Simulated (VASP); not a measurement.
# B (R-3m) in VASP: further runs

Aim: see how the results for B move with the level of theory and the settings. Levels: PBE, PBEsol, LDA. Tasks: relaxation of cell and atoms.

Program: VASP 6.6.1. These are calculated values, not measurements. Logs are shortened: lines on timing, memory, paths and dates and some standing lists are left out, and cuts for length are marked.

## (1) Starting point

Symmetry: R-3m, No. 166, trigonal system. The conventional cell has a = 4.899 Å, b = 4.899 Å, c = 12.545 Å, α = 90.00°, β = 90.00°, γ = 120.00°. Around B (site symmetry m) lie 6 B at 1.67 to 1.80 Å. B (site symmetry m) has 7 B at 1.78 to 2.01 Å as nearest neighbours.

## (2) Relaxation of cell and atoms, PBE

The input, INCAR:

```
PREC = Accurate ; ENCUT = 600
EDIFF = 1E-7 ; ISMEAR = 0
SIGMA = 0.03 ; LREAL = False
LASPH = True ; NELM = 80
ALGO = Normal ; ISIF = 3
LWAVE = False ; LCHARG = False
GGA = PE ; IBRION = 2
NSW = 90 ; EDIFFG = -0.005
KPAR = 4
```

The input, KPOINTS:

```
regular mesh
0
Gamma
  9 9 8
```

The input, POSCAR:

```
B                                       
1.0
    2.4493596973      1.4141384805      4.1815437946
   -2.4493596973      1.4141384805      4.1815437946
   -0.0000000000     -2.8282769611      4.1815437946
  B             
    12
Direct
     0.0102605894704314    0.6540474111603288    0.0102605894704313
     0.0102605894704313    0.0102605894704313    0.6540474111603289
     0.6540474111603288    0.0102605894704314    0.0102605894704313
     0.9897394105295685    0.3459525888396712    0.9897394105295686
     0.3459525888396712    0.9897394105295685    0.9897394105295686
     0.9897394105295686    0.9897394105295686    0.3459525888396711
     0.2211209188437271    0.6304737269734888    0.2211209188437270
     0.2211209188437270    0.2211209188437270    0.6304737269734889
     0.6304737269734888    0.2211209188437271    0.2211209188437270
     0.7788790811562728    0.3695262730265110    0.7788790811562729
     0.3695262730265110    0.7788790811562728    0.7788790811562729
     0.7788790811562729    0.7788790811562729    0.3695262730265109
```

Potentials or basis: VASP PAW PBE potentials, release 64 (B).

On the command line:

```bash
$ cat potpaw_PBE.64/B/POTCAR > POTCAR
$ mpirun -np 4 vasp_std > vasp.out
```

OUTCAR:

```text
PREC = Accurate
   ENCUT = 600
   EDIFF = 1E-7
   ISMEAR = 0
   LREAL = False
   LASPH = True
   NELM = 80
   ISIF = 3
   GGA = PE
   IBRION = 2
   NSW = 90
   EDIFFG = -0.005

 ion  position               nearest neighbor table
   1  0.010  0.654  0.010-   4 1.67   2 1.74   3 1.74   7 1.79  11 1.80  12 1.80
   2  0.010  0.010  0.654-   6 1.67   3 1.74   1 1.74   8 1.79  10 1.80  11 1.80
   3  0.654  0.010  0.010-   5 1.67   2 1.74   1 1.74   9 1.79  10 1.80  12 1.80
   4  0.990  0.346  0.990-   1 1.67   6 1.74   5 1.74  10 1.79   9 1.80   8 1.80
   5  0.346  0.990  0.990-   3 1.67   6 1.74   4 1.74  11 1.79   7 1.80   8 1.80
   6  0.990  0.990  0.346-   2 1.67   4 1.74   5 1.74  12 1.79   9 1.80   7 1.80
   7  0.221  0.630  0.221-  11 1.78  12 1.78   1 1.79   5 1.80   6 1.80   8 2.01   9 2.01
   8  0.221  0.221  0.630-  10 1.78  11 1.78   2 1.79   4 1.80   5 1.80   7 2.01   9 2.01
   9  0.630  0.221  0.221-  10 1.78  12 1.78   3 1.79   4 1.80   6 1.80   8 2.01   7 2.01
  10  0.779  0.370  0.779-   9 1.78   8 1.78   4 1.79   3 1.80   2 1.80  12 2.01  11 2.01
  11  0.370  0.779  0.779-   7 1.78   8 1.78   5 1.79   1 1.80   2 1.80  12 2.01  10 2.01
  12  0.779  0.779  0.370-   7 1.78   9 1.78   6 1.79   3 1.80   1 1.80  10 2.01  11 2.01

  LATTYP: Found a trigonal (rhomboedric) cell.
 ALAT       =     5.0482134538
 COS(alpha) =     0.5291747878

  Lattice vectors:

 A1 = (   2.4493596973,   1.4141384805,   4.1815437946)
 A2 = (  -2.4493596973,   1.4141384805,   4.1815437946)
 A3 = (   0.0000000000,  -2.8282769611,   4.1815437946)

Analysis of symmetry for initial positions (statically):
=====================================================================
 Subroutine PRICEL returns:
 Original cell was already a primitive cell.

 Routine SETGRP: Setting up the symmetry group for a
 trigonal (rhombohedral) supercell.

 Subroutine GETGRP returns: Found 12 space group operations
 (whereof 12 operations were pure point group operations)
 out of a pool of 12 trial point group operations.

The static configuration has the point symmetry D_3d.

Analysis of symmetry for dynamics (positions and initial velocities):
=====================================================================
 Subroutine PRICEL returns:
 Original cell was already a primitive cell.

 Routine SETGRP: Setting up the symmetry group for a
 trigonal (rhombohedral) supercell.

 Subroutine GETGRP returns: Found 12 space group operations
 (whereof 12 operations were pure point group operations)
 out of a pool of 12 trial point group operations.

The dynamic configuration has the point symmetry D_3d.

 Subroutine INISYM returns: Found 12 space group operations
 (whereof 12 operations are pure point group operations),
 and found     1 'primitive' translations

----------------------------------------------------------------------------------------

                                     Primitive cell

  volume of cell :      86.9025

  direct lattice vectors                    reciprocal lattice vectors
     2.449359697  1.414138480  4.181543795     0.204134983  0.117857387  0.079715375
    -2.449359697  1.414138480  4.181543795    -0.204134983  0.117857387  0.079715375
     0.000000000 -2.828276961  4.181543795     0.000000000 -0.235714775  0.079715375

  length of vectors
     5.048213454  5.048213454  5.048213454     0.248829251  0.248829251  0.248829251

  position of ions in fractional coordinates (direct lattice)
     0.010260589  0.654047411  0.010260589
     0.010260589  0.010260589  0.654047411
     0.654047411  0.010260589  0.010260589
     0.989739411  0.345952589  0.989739411
     0.345952589  0.989739411  0.989739411
     0.989739411  0.989739411  0.345952589
     0.221120919  0.630473727  0.221120919
     0.221120919  0.221120919  0.630473727
     0.630473727  0.221120919  0.221120919
[... 140 lines left out ...]
   IVDW    =     0    specifies the selected vdW correction
   LEPSILON=     F    determine dielectric tensor
   LRPA    =     F    only Hartree local field effects (RPA)
 conjugate gradient relaxation of ions
 non-spin polarized calculation
 Gauss-broadening in eV      SIGMA  =   0.03
  energy-cutoff  :      600.00
  volume of cell :       86.90
 maximum number of plane-waves:      2932
   NGX = 21   NGY = 21   NGZ = 21

--------------------------------------- Ionic step        1  -------------------------------------------

 number of electron      36.0000000 magnetization

 Free energy of the ion-electron system (eV)
  ---------------------------------------------------
  ext. energy  EPLUGINS =         0.00000000
  ---------------------------------------------------
  free energy    TOTEN  =       -80.46908648 eV

  energy without entropy =      -80.46908648  energy(sigma->0) =      -80.46908648

------------------------ aborting loop because EDIFF is reached ----------------------------------------

  FORCE on cell =-STRESS in cart. coord.  units (eV):
  Direction    XX          YY          ZZ          XY          YZ          ZX
  --------------------------------------------------------------------------------------
  -------------------------------------------------------------------------------------
  Total       -0.0088428     -0.0088428      0.0359504      0.0000000     -0.0000000      0.0000000
  in kB       -0.1630310     -0.1630310      0.6627985      0.0000000     -0.0000000      0.0000000
  external PRESSURE =       0.1122455 kB  Pullay stress =       0.0000000 kB

 VOLUME and BASIS-vectors are now :
 -----------------------------------------------------------------------------
  energy-cutoff  :      600.00
  volume of cell :       86.90
      direct lattice vectors                 reciprocal lattice vectors
     2.449359697  1.414138480  4.181543795     0.204134983  0.117857387  0.079715375
    -2.449359697  1.414138480  4.181543795    -0.204134983  0.117857387  0.079715375
     0.000000000 -2.828276961  4.181543795     0.000000000 -0.235714775  0.079715375

 POSITION                                       TOTAL-FORCE (eV/Angst)
 -----------------------------------------------------------------------------------
     -1.57687      0.91040      2.82074         0.005135     -0.002965      0.001966
      0.00000     -1.82081      2.82074         0.000000      0.005930      0.001966
      1.57687      0.91040      2.82074        -0.005135     -0.002965      0.001966
      1.57687     -0.91040      9.72389        -0.005135      0.002965     -0.001966
     -1.57687     -0.91040      9.72389         0.005135      0.002965     -0.001966
      0.00000      1.82081      9.72389         0.000000     -0.005930     -0.001966
     -1.00265      0.57888      4.48561        -0.005612      0.003240     -0.001244
      0.00000     -1.15776      4.48561         0.000000     -0.006480     -0.001244
      1.00265      0.57888      4.48561         0.005612      0.003240     -0.001244
      1.00265     -0.57888      8.05902         0.005612     -0.003240      0.001244
     -1.00265     -0.57888      8.05902        -0.005612     -0.003240      0.001244
      0.00000      1.15776      8.05902         0.000000      0.006480      0.001244
 -----------------------------------------------------------------------------------
    total drift:                               -0.000000      0.000000     -0.000000

  FREE ENERGIE OF THE ION-ELECTRON SYSTEM (eV)
  ---------------------------------------------------
  free  energy   TOTEN  =       -80.4690864837 eV

  energy  without entropy=      -80.4690864837  energy(sigma->0) =      -80.46908648

--------------------------------------- Ionic step        2  -------------------------------------------

 number of electron      36.0000000 magnetization

 Free energy of the ion-electron system (eV)
  ---------------------------------------------------
  ext. energy  EPLUGINS =         0.00000000
  ---------------------------------------------------
  free energy    TOTEN  =       -80.46909469 eV

  energy without entropy =      -80.46909469  energy(sigma->0) =      -80.46909469

 E-fermi :   5.9139     XC(G=0): -11.5567

 val. band max:        5.7833662512   @ k =   0.4444   0.4444   0.5000
 cond. band min:       7.3465801714   @ k =  -0.3333  -0.3333   0.2500
 fundamental gap:      1.5632139202
 Fermi energy:         5.9139351030

 k-point     1 :       0.0000    0.0000    0.0000
  band No.  band energies     occupation
      1     -10.2670      2.00000
      2      -4.5294      2.00000
      3      -4.2761      2.00000
      4      -4.2761      2.00000
      5      -3.2130      2.00000
      6      -2.5659      2.00000
[... 661 lines left out ...]
     24      11.4943      0.00000
     25      11.7369      0.00000

 [... further k-points ...]
[... 5 lines left out ...]
  --------------------------------------------------------------------------------------
  -------------------------------------------------------------------------------------
  Total        0.0059639      0.0059639      0.0095737      0.0000000     -0.0000000      0.0000000
  in kB        0.1099456      0.1099456      0.1764926      0.0000000     -0.0000000      0.0000000
  external PRESSURE =       0.1321279 kB  Pullay stress =       0.0000000 kB

 VOLUME and BASIS-vectors are now :
 -----------------------------------------------------------------------------
  energy-cutoff  :      600.00
  volume of cell :       86.91
      direct lattice vectors                 reciprocal lattice vectors
     2.449272622  1.414088208  4.182148147     0.204142240  0.117861577  0.079703856
    -2.449272622  1.414088208  4.182148147    -0.204142240  0.117861577  0.079703856
     0.000000000 -2.828176415  4.182148147     0.000000000 -0.235723155  0.079703856

 POSITION                                       TOTAL-FORCE (eV/Angst)
 -----------------------------------------------------------------------------------
     -1.57656      0.91023      2.82124        -0.003543      0.002045      0.001011
      0.00000     -1.82046      2.82124         0.000000     -0.004091      0.001011
      1.57656      0.91023      2.82124         0.003543      0.002045      0.001011
      1.57656     -0.91023      9.72520         0.003543     -0.002045     -0.001011
     -1.57656     -0.91023      9.72520        -0.003543     -0.002045     -0.001011
      0.00000      1.82046      9.72520         0.000000      0.004091     -0.001011
     -1.00289      0.57902      4.48620         0.003595     -0.002076      0.000409
      0.00000     -1.15803      4.48620         0.000000      0.004152      0.000409
      1.00289      0.57902      4.48620        -0.003595     -0.002076      0.000409
      1.00289     -0.57902      8.06025        -0.003595      0.002076     -0.000409
     -1.00289     -0.57902      8.06025         0.003595      0.002076     -0.000409
      0.00000      1.15803      8.06025         0.000000     -0.004152     -0.000409
 -----------------------------------------------------------------------------------
    total drift:                                0.000000      0.000000      0.000000

  FREE ENERGIE OF THE ION-ELECTRON SYSTEM (eV)
  ---------------------------------------------------
  free  energy   TOTEN  =       -80.4690946924 eV

  energy  without entropy=      -80.4690946924  energy(sigma->0) =      -80.46909469

 reached required accuracy - stopping structural energy minimisation
```

Run time: 2.9 min. Hardware: 4 MPI ranks of Intel Xeon Platinum 8488C (Sapphire Rapids), shared host; peak memory 0.45 GiB.

What came out:

| Quantity | Value |
| --- | --- |
| Free energy | -80.4691 eV |
| Energy gained by relaxing | 0.0 meV/atom |
| Ionic steps | 2 |
| Pressure after relaxing | 0.0 GPa |
| Largest force after relaxing | 0.004 eV/Å |
| Band gap on the k mesh | 1.56 eV, indirect (least direct gap 1.84 eV) |

Forces in eV/Å, atoms in the order of the input:
```
B   -0.004  0.002  0.001
B    0.000 -0.004  0.001
B    0.004  0.002  0.001
B    0.004 -0.002 -0.001
B   -0.004 -0.002 -0.001
B    0.000  0.004 -0.001
B    0.004 -0.002  0.000
B    0.000  0.004  0.000
B   -0.004 -0.002  0.000
B   -0.004  0.002  0.000
B    0.004  0.002  0.000
B    0.000 -0.004  0.000
```

Final structure:
```cif
data_structure
_symmetry_space_group_name_H-M 'P 1'
_symmetry_Int_Tables_number 1
_cell_length_a 5.0487
_cell_length_b 5.0487
_cell_length_c 5.0487
_cell_angle_alpha 58.042
_cell_angle_beta 58.042
_cell_angle_gamma 58.042
_cell_volume 86.91
loop_
_atom_site_label
_atom_site_type_symbol
_atom_site_fract_x
_atom_site_fract_y
_atom_site_fract_z
_atom_site_occupancy
B1 B 0.01030 0.65399 0.01030 1
B2 B 0.01030 0.01030 0.65399 1
B3 B 0.65399 0.01030 0.01030 1
B4 B 0.98970 0.34601 0.98970 1
B5 B 0.34601 0.98970 0.98970 1
B6 B 0.98970 0.98970 0.34601 1
B7 B 0.22108 0.63054 0.22108 1
B8 B 0.22108 0.22108 0.63054 1
B9 B 0.63054 0.22108 0.22108 1
B10 B 0.77892 0.36946 0.77892 1
B11 B 0.36946 0.77892 0.77892 1
B12 B 0.77892 0.77892 0.36946 1
```

Levels at points of the mesh, in eV from the valence-band top:
```csv
k point,band 14,band 15,band 16,band 17,band 18,band 19,band 20,band 21,band 22,band 23
"(0.00, 0.00, 0.00)",-4.30,-1.25,-0.72,-0.72,-0.22,1.63,4.67,4.67,4.86,4.86
"(0.00, 0.00, 0.50)",-2.99,-2.55,-1.80,-1.57,-0.47,2.07,3.33,3.77,5.00,5.10
```

Caveat: an odd mesh through Γ misses points on the zone boundary, where band edges often lie.

## (3) Relaxation of cell and atoms, PBEsol

This run uses another cell than the first one, of 7.32 Å³/atom, 1.011 times its volume.

The input, INCAR:

```
SYSTEM = B
PREC     = Accurate       ! precision mode
ENCUT    = 600            ! plane-wave cutoff, eV
EDIFF    = 1E-6           ! SCF threshold, eV
ISMEAR   = 0              ! smearing method
SIGMA    = 0.03           ! smearing width, eV
LREAL    = .False.        ! projectors in reciprocal space
LASPH    = .True.         ! aspherical terms in the spheres
NELM     = 80             ! most SCF steps
ALGO     = Normal         ! electronic algorithm
ISIF     = 3              ! what is computed and relaxed
LWAVE    = .False.        ! write WAVECAR
LCHARG   = .False.        ! write CHGCAR
GGA      = PS             ! functional
IBRION   = 2              ! ionic algorithm
NSW      = 90             ! ionic steps
EDIFFG   = -0.01          ! ionic threshold
KPAR     = 4
```

The input, KPOINTS:

```
Automatic mesh
0
Gamma
  9 9 8
  0 0 0
```

The input, POSCAR:

```
B
1.0
    2.4589500000      1.4196754444      4.1935000000
   -2.4589500000      1.4196754444      4.1935000000
    0.0000000000     -2.8393508888      4.1935000000
B
12
Direct
    0.0101900000      0.6536100000      0.0101900000
    0.0101900000      0.0101900000      0.6536100000
    0.6536100000      0.0101900000      0.0101900000
    0.9898100000      0.3463900000      0.9898100000
    0.3463900000      0.9898100000      0.9898100000
    0.9898100000      0.9898100000      0.3463900000
    0.2211800000      0.6306000000      0.2211800000
    0.2211800000      0.2211800000      0.6306000000
    0.6306000000      0.2211800000      0.2211800000
    0.7788200000      0.3694000000      0.7788200000
    0.3694000000      0.7788200000      0.7788200000
    0.7788200000      0.7788200000      0.3694000000
```

Potentials or basis: VASP PAW PBE potentials, release 64 (B).

On the command line:

```bash
$ cat potpaw_PBE.64/B/POTCAR > POTCAR
$ mpirun -np 4 vasp_std > vasp.out
```

Wall time 13 min (4 MPI ranks of AMD EPYC 7R43 (Zen 3), shared host); peak memory 0.44 GiB.

The run converged. Its results:

```
Free energy                            : -84.4847 eV
Relaxed volume                         : 7.16 Å³/atom
Relaxed cell                           : a = 5.030 Å, b = 5.030 Å, c = 5.030 Å, α = 58.01°, β = 58.01°, γ = 58.01°
Space group after relaxing (to 0.05 Å) : R-3m (No. 166)
Energy gained by relaxing              : 2.6 meV/atom
Ionic steps                            : 8
Pressure after relaxing                : 0.0 GPa
Band gap on the k mesh                 : 1.46 eV, indirect (least direct gap 1.67 eV)
```

The path:
```
step  energy change (eV)  largest force (eV/Å)  pressure (GPa)  volume (Å³)
   1              0.0000                0.1953           -4.90        87.83
   2             -0.0068                0.4173            3.47        85.02
   3             -0.0273                0.1320           -0.53        86.31
   4             -0.0303                0.1206            0.39        85.76
   5             -0.0309                0.0522            0.12        85.92
   6             -0.0314                0.0310           -0.02        85.88
   7             -0.0315                0.0149            0.02        85.89
   8             -0.0315                0.0016            0.00        85.90
```

Final structure:
```yaml
crystal:
  lattice:
    - [2.43907, 1.40820, 4.16816]
    - [-2.43907, 1.40820, 4.16816]
    - [0.00000, -2.81640, 4.16816]
  atoms:
    - { symbol: B, position: [0.01064, 0.65373, 0.01064] }
    - { symbol: B, position: [0.01064, 0.01064, 0.65373] }
    - { symbol: B, position: [0.65373, 0.01064, 0.01064] }
    - { symbol: B, position: [0.98936, 0.34627, 0.98936] }
    - { symbol: B, position: [0.34627, 0.98936, 0.98936] }
    - { symbol: B, position: [0.98936, 0.98936, 0.34627] }
    - { symbol: B, position: [0.22169, 0.62966, 0.22169] }
    - { symbol: B, position: [0.22169, 0.22169, 0.62966] }
    - { symbol: B, position: [0.62966, 0.22169, 0.22169] }
    - { symbol: B, position: [0.77831, 0.37034, 0.77831] }
    - { symbol: B, position: [0.37034, 0.77831, 0.77831] }
    - { symbol: B, position: [0.77831, 0.77831, 0.37034] }
```

Levels at points of the mesh, in eV from the valence-band top:
```tsv
k point	band 16	band 17	band 18	band 19	band 20	band 21
(0.00, 0.00, 0.00)	-0.73	-0.73	-0.23	1.46	4.66	4.66
(0.00, 0.00, 0.50)	-1.84	-1.63	-0.47	1.99	3.31	3.67
```

Caveat: the PAW data sets were made with another functional, which shifts forces and pressure a little; an odd mesh through Γ misses points on the zone boundary, where band edges often lie.

[end of part 1 of 2]
